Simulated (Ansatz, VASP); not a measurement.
One calculation of PbF2, two programs

```xyz
3
Lattice="0.0000 2.9604 2.9604 2.9604 0.0000 2.9604 2.9604 2.9604 0.0000" Properties=species:S:1:pos:R:3 pbc="T T T"
Pb    0.0000    0.0000    0.0000
F     1.4802    1.4802    1.4802
F     4.4407    4.4407    4.4407
```

Alike in both runs: task single point; functional r2SCAN; k mesh 8 × 8 × 8; no spin polarisation.

|  | VASP | Ansatz |
| --- | --- | --- |
| version | VASP 6.6.1 | Ansatz 0.2.0 |
| potentials or method | VASP PAW PBE potentials, release 64 (Pb_d, F) | plane waves, PAW |
| plane-wave cutoff (eV) | 520 | 500 |
| occupations | gaussian, width 0.01 eV | fixed |
| valence electrons in the cell | 28 | 28 |

|  | VASP | Ansatz | Ansatz less VASP |
| --- | --- | --- | --- |
| gap on the k mesh at the Fermi level (eV) | 4.93 | 4.93 | 0.000 |
| pressure (GPa) | -0.1 | 0.0 | +0.08 |

Caveats: the PAW data sets were made with another functional, which shifts forces and pressure a little (VASP); spin-orbit coupling is left out, which as a rule narrows the gap of such compounds by several tenths of an eV. A k mesh can miss the band edges. r2SCAN opens gaps a little over a GGA but as a rule still falls short of measured ones.
